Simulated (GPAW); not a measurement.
# GaN (P6_3mc) in GPAW: a series of runs

The runs below take GaN through band structure, equation of state, with LDA, vdW-DF, PBE.

Program: GPAW 26.7.0. These are calculated values, not measurements. Logs are shortened: lines on timing, memory, paths and dates and some standing lists are left out, and cuts for length are marked. The log counts tension as positive stress, the text compression.

**Experimental background.**

“Studying electronic properties in GaN without electrical contacts using γ-γ vs e−-γ Perturbed Angular Correlations”, 2019, pmc:6823545 quotes, for a bulk crystal of GaN: band gap 3.503 ± 0.005 eV (direct).

The results are compared with them further down.

## 1. The structure

It takes space group P6_3mc (No. 186, hexagonal). The conventional cell has a = 3.180 Å, b = 3.180 Å, c = 5.166 Å, α = 90.00°, β = 90.00°, γ = 120.00°. Ga (site symmetry 3m) is surrounded by 4 N at 1.94 to 1.95 Å. Around N (site symmetry 3m) lie 4 Ga at 1.94 to 1.95 Å.

## 2. Band structure, LDA

run.py

```python
from ase import Atoms
from ase.dft.bandgap import bandgap
from ase.io import write
from ase.units import GPa
from gpaw import GPAW, PW, setup_paths

setup_paths.insert(0, '.')

atoms = Atoms(['Ga', 'Ga', 'N', 'N'],
              cell=[[3.18, 0.0, 0.0],
                    [-1.59, 2.753960784, 0.0],
                    [0.0, 0.0, 5.166]],
              scaled_positions=[[0.6666666667, 0.3333333333, 0.5],
                                [0.3333333333, 0.6666666667, 0.0],
                                [0.6666666667, 0.3333333333, 0.875],
                                [0.3333333333, 0.6666666667, 0.375]],
              pbc=True)

calc = GPAW(mode=PW(800),
            xc='LDA',
            kpts={'size': (7, 7, 4), 'gamma': True},
            occupations={'name': 'fermi-dirac', 'width': 0.05},
            nbands=18,
            convergence={'density': 1e-05, 'energy': 1e-05},
            maxiter=150,
            txt='gpaw.txt')
atoms.calc = calc
energy = atoms.get_potential_energy()
forces = atoms.get_forces()
stress = atoms.get_stress()
calc.write('gs.gpw')
write('result.traj', atoms)
print(f'Energy: {energy:.6f} eV')
print('Forces (eV/A):')
print(forces.round(4))
print('Stress (GPa):', (stress / GPa).round(3))
print('Fermi level:', round(calc.get_fermi_level(), 4), 'eV')
print(f'Gap: {bandgap(calc)[0]:.4f} eV, direct: {bandgap(calc, direct=True)[0]:.4f} eV')

path = atoms.cell.bandpath('GMKGALHA,LM,KH', npoints=80, eps=1e-4)
bs_calc = calc.fixed_density(kpts=path, symmetry='off', nbands=29,
                             convergence={'bands': 'CBM+6.0', 'eigenstates': 1e-6}, txt='bands.txt')
bs = bs_calc.band_structure()
bs.write('bs.json')
print(f'Gap on the path: {bandgap(bs_calc)[0]:.4f} eV')
```

Potentials or basis: PAW data sets generated in the run's folder for this functional, pw.

Started as:

```sh
> gpaw-setup -f LDA Ga N
> OMP_NUM_THREADS=1 python run.py
```

gpaw.txt:

```text
__  _  _
 | _ |_)|_||  |
 |__||  | ||/\| - 26.7.0

Input parameters:
  mode=PW(ecut=800.0),
  convergence={'density': 1e-05, 'energy': 1e-05},
  kpts=MonkhorstPack(size=(7, 7, 4), gamma=True),
  maxiter=150,
  nbands=18,
  occupations=Occupations(name='fermi-dirac', width=0.05),
  xc=XC(name='LDA')

Diagonalizing LCAO Hamiltonian
Converting LCAO to pw mode

           N

           Ga
        N

        Ga

Atoms  # Å, Bohr magnetons
|   | symbol |         x |        y |        z |    initial magnetic moments |
|---|--------|-----------|----------|----------|-----------------------------|
| 0 |     Ga |  1.590000 | 0.917987 | 2.583000 | ( 0.0000,  0.0000,  0.0000) |
| 1 |     Ga | -0.000000 | 1.835974 | 0.000000 | ( 0.0000,  0.0000,  0.0000) |
| 2 |      N |  1.590000 | 0.917987 | 4.520250 | ( 0.0000,  0.0000,  0.0000) |
| 3 |      N | -0.000000 | 1.835974 | 1.937250 | ( 0.0000,  0.0000,  0.0000) |

Unit cell  # Å
| periodic |         x |        y |        z |  lengths |     angles |
|----------|-----------|----------|----------|----------|------------|
|      yes |  3.180000 | 0.000000 | 0.000000 | 3.180000 |  90.000000 |
|      yes | -1.590000 | 2.753961 | 0.000000 | 3.180000 |  90.000000 |
|      yes |  0.000000 | 0.000000 | 5.166000 | 5.166000 | 120.000000 |

Number of symmetries: 6
Symmetry operations  # r_c * U_cc + t_c -> r_c
|   | kind |            matrix            |
|---|------|------------------------------|
| 0 |  σ   |  1, 1, 0,  0,-1, 0,  0, 0, 1 |
| 1 |  E   |  1, 0, 0,  0, 1, 0,  0, 0, 1 |
| 2 |  C3  |  0, 1, 0, -1,-1, 0,  0, 0, 1 |
| 3 |  σ   |  0,-1, 0, -1, 0, 0,  0, 0, 1 |
| 4 |  σ   | -1, 0, 0,  1, 1, 0,  0, 0, 1 |
| 5 |  C3  | -1,-1, 0,  1, 0, 0,  0, 0, 1 |

BZ-sampling:
  Number of BZ points: 196
  Number of IBZ points: 28

  Monkhorst-Pack size: [7, 7, 4]
  Monkhorst-Pack shift: [0.0, 0.0, 0.125]

K-points  # in reciprocal-cell coordinates
|     |                                coordinates |     weight |
|-----|--------------------------------------------|------------|
|   0 | (  0.00000000,   0.00000000,   0.00000000) | 0.00510204 |
|   1 | (  0.00000000,   0.00000000,   0.25000000) | 0.01020408 |
|   2 | (  0.00000000,   0.00000000,   0.50000000) | 0.00510204 |
|   3 | (  0.14285714,   0.00000000,  -0.25000000) | 0.03061224 |
|   4 | (  0.14285714,   0.00000000,   0.00000000) | 0.03061224 |
|   5 | (  0.14285714,   0.00000000,   0.25000000) | 0.03061224 |
|   6 | (  0.14285714,   0.00000000,   0.50000000) | 0.03061224 |
|   7 | (  0.28571429,  -0.14285714,   0.00000000) | 0.03061224 |
|   8 | (  0.28571429,  -0.14285714,   0.25000000) | 0.06122449 |
|   9 | (  0.28571429,  -0.14285714,   0.50000000) | 0.03061224 |
| ... |                                            |            |
|  27 | (  0.42857143,   0.42857143,   0.50000000) | 0.03061224 |

Plane wave coefficients: 2352
Cutoff: 800.0 eV

Spin-components: 1 (collinear spins)
Bands:           18
Projectors:      20
Spin-degeneracy: 2
Datatype:        complex128

Parallelization:
  kpt:    1
  domain: 1
  band:   1

Density:
  Valence electrons: 16.0
  Components: 1
  Grid points: [21 21 35]
  Charge: 0.0  # |e|

Potential:
  Grid points: [21 21 35]

species:
  Ga:
    name:    Gallium
    Z:       31.0
    valence: 3
    core:    28
    charge:  0.0  # [|e|]
    compensation charges:
      type: gauss
      rc: 0.37  # [Å]
      lmax: 2
    cutoffs:
      filter: 2.06  # [Å]
      core: 4.17  # [Å]
    projectors
    | kind |    occ | energy [eV] | rcut [Å] |
    |------|--------|-------------|----------|
    |   4s |  2.000 |      -9.167 |    1.164 |
    |   4p |  1.000 |      -2.734 |    1.164 |
    |    s |        |      18.045 |    1.164 |
    |    p |        |      24.478 |    1.164 |
    |    d |        |       0.000 |    1.164 |

    Using partial waves for Ga as LCAO basis

  N:
    name:    Nitrogen
    Z:       7.0
    valence: 5
    core:    2
    charge:  0.0  # [|e|]
    compensation charges:
      type: gauss
      rc: 0.18  # [Å]
      lmax: 2
    cutoffs:
      filter: 1.11  # [Å]
      core: 0.96  # [Å]
    projectors
    | kind |    occ | energy [eV] | rcut [Å] |
    |------|--------|-------------|----------|
    |   2s |  2.000 |     -18.420 |    0.603 |
    |   2p |  3.000 |      -7.237 |    0.529 |
    |    s |        |       8.791 |    0.603 |
    |    p |        |      19.974 |    0.529 |
    |    d |        |       0.000 |    0.577 |

    Using partial waves for N as LCAO basis

Reference energy: -108557.861080  # eV

eigensolver:
  PPCG
  Converge bands: occupied
  niter=2

density mixing:
  MSR1-Mixer
  Pratt-step length: 0.05
  Maximum mixing coefficient: 0.75
  Old densities: 10
  SVD Regularization: 0.005
  Good broyden scale: 1.0
  Trust region scale: 1.0
  Backstep threshold: 4.0
  History deletion threshold: 6.0
  Fourier metric: weight=20.0, sigma=0.015

occupation numbers:
  Fermi-Dirac:
    width: 0.0500  # eV

poisson solver:
  ecut: 6400.0  # eV

xc functional:
  name: None

convergence criteria:
- Maximum integral of absolute [dens]ity change: 1e-05 electrons / valence electron
- Maximum [total energy] change in last 3 cyles: 1e-05 eV / valence electron
- Maximum integral of absolute [eigenst]ate change: 4e-08 eV^2 / valence electron
maximum number of iterations: 150

SCF iterations
|iter     | |      energy | eigst |  dens |
|---------|-|-------------|-------|-------|
|iter:   1| |  -31.392875 | -0.16 |       |
|iter:   2| |  -30.433225 | -1.86 | -0.57 |
|iter:   3| |  -27.813860 | -0.57 | -0.63 |
|iter:   4| |  -27.786705 | -2.89 | -1.30 |
|iter:   5| |  -27.777511 | -3.40 | -1.58 |
|iter:   6| |  -27.777487 | -5.57 | -2.85 |
|iter:   7| |  -27.777490c| -6.36 | -3.24 |
|iter:   8| |  -27.777490c| -7.79c| -4.24 |
|iter:   9| |  -27.777490c| -8.23c| -4.98 |
|iter:  10| |  -27.777490c| -8.70c| -5.22c|

Converged in 10 steps
Energy contributions relative to reference atoms: (reference = -108557.861080)

Energy contributions:
  Kinetic:          70.435763
  Coulomb:         -62.203281
  Zero:              0.301651
  External:          0.000000
  Xc:              -36.311623
  Entropy:          -0.000000
  Spinorbit:         0.000000
  ----------------------------
  Free energy:     -27.777490
  Extrapolated:    -27.777490

dipole moment: (-0.000023, -0.000041, -11.645339)  # |e|*Ang

Fermi level: 7.192
Eigenvalues  # (at kpt = [0.000, 0.000, 0.000])
| band index |      eig [eV] | occ [0-2] |
|------------|---------------|-----------|
|          0 |        -9.682 |     2.000 |
|          1 |        -7.211 |     2.000 |
|          2 |        -0.986 |     2.000 |
|          3 |         5.122 |     2.000 |
|          4 |         5.122 |     2.000 |
|          5 |         6.127 |     2.000 |
[... 8 lines left out ...]
|         14 |        17.884 |     0.000 |
|         15 |        17.884 |     0.000 |
|        ... |               |           |
|         17 |        21.434 |     0.000 |

Gap: 2.118 eV
Transition (v -> c):
  (s=0, k=0, n=7, [0.00, 0.00, 0.00]) -> (s=0, k=0, n=8, [0.00, 0.00, 0.00])
No difference between direct/indirect transitions

Forces  # eV/Ang
|        x |        y |        z |
|----------|----------|----------|
| -0.00000 | -0.00000 | -0.16916 |  # Ga   0
|  0.00000 | -0.00000 | -0.16914 |  # Ga   1
|  0.00000 |  0.00000 |  0.16905 |  # N    2
|  0.00000 |  0.00000 |  0.16922 |  # N    3

Stress tensor  # eV/Ang^3
|         x |         y |         z |
|-----------|-----------|-----------|
| -0.016043 | -0.000000 |  0.000000 |
|  0.000000 | -0.016043 | -0.000000 |
|  0.000000 | -0.000000 | -0.029826 |

# Writing to gs.gpw (mode='')
```

It took 51 s on 1 thread of Arm Neoverse V2, shared host; peak memory 0.33 GiB.

Results:

| Item | Value |
| --- | --- |
| Free energy | -27.7775 eV |
| Pressure | 3.3 GPa |
| Largest force | 0.169 eV/Å |
| Band gap on the k mesh | 2.12 eV, direct |
| Band gap along the path | 2.12 eV, direct |

Forces in eV/Å, atoms in the order of the input:
```
Ga   0.000  0.000 -0.169
Ga   0.000  0.000 -0.169
N    0.000  0.000  0.169
N    0.000  0.000  0.169
```

Stress tensor (GPa, compression positive):
```
2.57 0.00 0.00
0.00 2.57 0.00
0.00 0.00 4.78
```

Levels at the corners of the path, in eV from the valence-band top:
| point | band 5 | band 6 | band 7 | band 8 | band 9 | band 10 | band 11 | band 12 |
| --- | --- | --- | --- | --- | --- | --- | --- | --- |
| Γ | -1.07 | -0.06 | 0.00 | 0.00 | 2.12 | 4.32 | 9.23 | 9.83 |
| M | -4.30 | -2.76 | -2.32 | -0.99 | 5.00 | 5.65 | 6.05 | 8.67 |
| K | -5.37 | -3.09 | -3.09 | -2.78 | 5.04 | 7.90 | 7.90 | 8.38 |
| Γ | -1.07 | -0.06 | 0.00 | 0.00 | 2.12 | 4.32 | 9.23 | 9.83 |
| A | -0.55 | -0.55 | -0.55 | -0.55 | 4.37 | 4.37 | 8.50 | 8.50 |
| L | -1.96 | -1.96 | -1.94 | -1.94 | 4.40 | 4.40 | 7.80 | 7.80 |
| H | -4.30 | -4.30 | -1.49 | -1.49 | 6.49 | 6.49 | 7.29 | 7.29 |
| A | -0.55 | -0.55 | -0.55 | -0.55 | 4.37 | 4.37 | 8.50 | 8.50 |
| L | -1.96 | -1.96 | -1.94 | -1.94 | 4.40 | 4.40 | 7.80 | 7.80 |
| M | -4.30 | -2.76 | -2.32 | -0.99 | 5.00 | 5.65 | 6.05 | 8.67 |
| K | -5.37 | -3.09 | -3.09 | -2.78 | 5.04 | 7.90 | 7.90 | 8.38 |
| H | -4.30 | -4.30 | -1.49 | -1.49 | 6.49 | 6.49 | 7.29 | 7.29 |

Caveat: the data sets keep Ga 3d, Li 1s and Be 1s frozen, and some such compounds lay over 1.5 % in volume off other programs.

## 3. Equation of state, vdW-DF

run.py

```python
from ase import Atoms
from ase.eos import EquationOfState
from ase.io import Trajectory
from ase.units import GPa
from gpaw import GPAW, PW

atoms = Atoms(['Ga', 'Ga', 'N', 'N'],
              cell=[[3.18, 0.0, 0.0],
                    [-1.59, 2.753960784, 0.0],
                    [0.0, 0.0, 5.166]],
              scaled_positions=[[0.6666666667, 0.3333333333, 0.5],
                                [0.3333333333, 0.6666666667, 0.0],
                                [0.6666666667, 0.3333333333, 0.875],
                                [0.3333333333, 0.6666666667, 0.375]],
              pbc=True)

traj = Trajectory('eos.traj', 'w')
volumes, energies = [], []
for x in [0.94, 0.96, 0.98, 1.0, 1.02, 1.04, 1.06]:
    a = atoms.copy()
    a.set_cell(atoms.cell * x**(1 / 3), scale_atoms=True)
    calc = GPAW(mode=PW(800),
                xc={'name': 'vdW-DF', 'backend': 'libvdwxc'},
                kpts={'size': (7, 7, 4), 'gamma': True},
                occupations={'name': 'fermi-dirac', 'width': 0.05},
                nbands=18,
                convergence={'density': 1e-05, 'energy': 1e-05},
                maxiter=150,
                txt=f'eos-{x:.2f}.txt')
    a.calc = calc
    energies.append(a.get_potential_energy(force_consistent=True))
    volumes.append(a.get_volume())
    calc.write(f'eos-{x:.2f}.gpw')
    traj.write(a)
    print(f'{x:.2f} {volumes[-1]:10.4f} A^3 {energies[-1]:14.6f} eV', flush=True)

v0, e0, B = EquationOfState(volumes, energies, eos='birchmurnaghan').fit()
print(f'V0 = {v0:.4f} A^3, E0 = {e0:.6f} eV, B0 = {B / GPa:.2f} GPa')
```

Potentials or basis: GPAW PAW data sets (gpaw-data 1.2.1), pw.

Started as:

```sh
> OMP_NUM_THREADS=1 python run.py
```

Wall time 2.4 min (1 thread of Arm Neoverse V2, shared host); peak memory 0.36 GiB.

The run converged. Its results:

* Equilibrium volume: 12.57 Å³/atom (rough: see the caveat)
* Bulk modulus at fixed shape and positions: 161 GPa (rough)

Energy against volume, from the lowest point:
| volume (Å³/atom) | energy (meV/atom) |
| --- | --- |
| 10.632 | 193.26 |
| 10.858 | 140.93 |
| 11.084 | 97.83 |
| 11.310 | 63.02 |
| 11.537 | 35.66 |
| 11.763 | 14.64 |
| 11.989 | 0.00 |

Caveat: the data sets keep Ga 3d, Li 1s and Be 1s frozen, and some such compounds lay over 1.5 % in volume off other programs; the minimum lies outside the volumes run; the cell was scaled at fixed shape and fractional positions, which overstates the stiffness of a crystal with free parameters, most of all of layers and chains; the PAW data sets were made with another functional, which shifts forces and pressure a little.

## 4. Band structure, PBE

run.py

```python
from ase.dft.bandgap import bandgap
from ase.io import read, write
from gpaw import GPAW

atoms = read('GaN.xyz')

calc = GPAW(mode='lcao',
            h=0.2,
            basis='szp(dzp)',
            xc='PBE',
            kpts={'size': (7, 7, 4), 'gamma': True},
            occupations={'name': 'fermi-dirac', 'width': 0.05},
            convergence={'density': 1e-05, 'energy': 1e-05},
            maxiter=150,
            txt='gpaw.txt')
atoms.calc = calc
energy = atoms.get_potential_energy()
forces = atoms.get_forces()
calc.write('gs.gpw')
write('result.traj', atoms)
print(f'Energy: {energy:.6f} eV')
print('Forces (eV/A):')
print(forces.round(4))
print('Fermi level:', round(calc.get_fermi_level(), 4), 'eV')
print(f'Gap: {bandgap(calc)[0]:.4f} eV, direct: {bandgap(calc, direct=True)[0]:.4f} eV')

path = atoms.cell.bandpath('GMKGALHA,LM,KH', npoints=60, eps=1e-4)
bs_calc = calc.fixed_density(kpts=path, symmetry='off', txt='bands.txt')
bs = bs_calc.band_structure()
bs.write('bs.json')
print(f'Gap on the path: {bandgap(bs_calc)[0]:.4f} eV')
```

GaN.xyz

```xyz
4
Lattice="3.1800000000 0.0000000000 0.0000000000 -1.5900000000 2.7539607840 0.0000000000 0.0000000000 0.0000000000 5.1660000000" Properties=species:S:1:pos:R:3 pbc="T T T"
Ga     1.5900000002      0.9179869279      2.5830000000
Ga    -0.0000000002      1.8359738561      0.0000000000
N      1.5900000002      0.9179869279      4.5202500000
N     -0.0000000002      1.8359738561      1.9372500000
```

Potentials or basis: GPAW PAW data sets (gpaw-data 1.2.1), lcao:szp(dzp).

Started as:

```sh
> OMP_NUM_THREADS=1 python run.py
```

It took 66 s on 1 thread of Arm Neoverse V2, shared host; peak memory 0.18 GiB.

The run converged, but some of its settings lie outside the range that counts as converged, so its numbers aren't taken as properties of the crystal.

Results:

| Quantity | Value |
| --- | --- |
| Free energy | -21.0502 eV |
| Largest force | 0.167 eV/Å |
| Band gap on the k mesh | 2.28 eV, direct |
| Band gap along the path | 2.28 eV, direct |

Caveat: the real-space grid adds noise to forces; the basis of atomic orbitals isn't converged, which shifts pressures, moduli and gaps.

## 5. Comparison with measurements

Step 2. Measured gap of GaN: 3.503 eV (direct; quoted in “Studying electronic properties in GaN without electrical contacts using γ-γ vs e−-γ Perturbed Angular Correlations”, 2019, pmc:6823545). This calculation gives 2.12 eV (-1.39 eV). Spin-orbit coupling on Ga is left out. The value is that of LDA, without temperature or zero-point motion. Semilocal functionals fall short of measured gaps as a rule.
